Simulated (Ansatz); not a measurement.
Method: Ansatz, DFT PBE, scalar-relativistic, plane waves, PAW. All cells share a 420 eV cutoff and Γ-centred k meshes spaced at most about 0.3 Å⁻¹ (about 0.25 or finer for metals, 2π included). No spin polarisation in the final relaxations.

All energies are static (0 K, no zero-point motion).

Two relaxed structures of Sn2Ge:

A.

```xyz
6
Lattice="4.4993 0.0000 0.0000 -2.2497 3.8965 0.0000 0.0000 0.0000 11.0631" Properties=species:S:1:pos:R:3 pbc="T T T"
Sn    0.0000    0.0000    4.0856
Sn    0.0000    2.5977    0.5419
Sn    2.2497    1.2988   10.5212
Sn    0.0000    0.0000    6.9776
Ge    2.2497    1.2988    7.8344
Ge    0.0000    2.5977    3.2288
```

B.

```xyz
6
Lattice="4.4984 0.0000 0.0000 -2.2492 3.8957 0.0000 0.0000 0.0000 11.0569" Properties=species:S:1:pos:R:3 pbc="T T T"
Sn    0.0000    2.5971    6.0699
Sn    2.2492    1.2986    2.1124
Sn    2.2492    1.2986    4.9871
Sn    0.0000    2.5971    8.9445
Ge    0.0000    0.0000    9.8042
Ge    0.0000    0.0000    1.2528
```

Task: Which arrangement of the elements on these sites is preferred, and by what margin?

Result: B is lower, by 6 meV/atom. The two share one framework of sites and differ in which element sits where. A has Sn and Ge ordered on diamond sites, space group P-3m1 (No. 164), 32.3 Å³/atom and no gap on its mesh; B has Sn and Ge ordered on diamond sites, space group P-3m1 (No. 164), 32.3 Å³/atom and no gap. Counting Ge atoms around Sn (those within 1.25 times the shortest such distance or 1.15 times the sum of covalent radii; a plus sign parts nearer from farther groups; the shortest distance is added where it is long for a bond; a slash parts the counts of unlike sites), A has Sn 1/3 and B has Sn 3/3+3 from 4.5 Å. Even the lower one lies +0.04 eV/atom against the reference forms of the elements (uncorrected), so neither is stable at this level. In A, around Sn on its first site lie 3 Ge at 2.74 Å and 1 Sn at 2.89 Å; around Sn on its second site lie 1 Ge at 2.69 Å and 3 Sn at 2.81 Å; Ge has 4 Sn at 2.69–2.74 Å. In B, Sn on its first site has 4 Sn at 2.81–2.87 Å; Sn on its second site is surrounded by 3 Ge at 2.74 Å and 1 Sn at 2.87 Å; around Ge lie 1 Ge at 2.51 Å and 3 Sn at 2.74 Å. Both come from invented guesses.

For metals, differences of a few meV/atom aren't resolved. The zero gap of P-3m1 at 32.3 Å³/atom may come from the functional, which often closes small gaps.
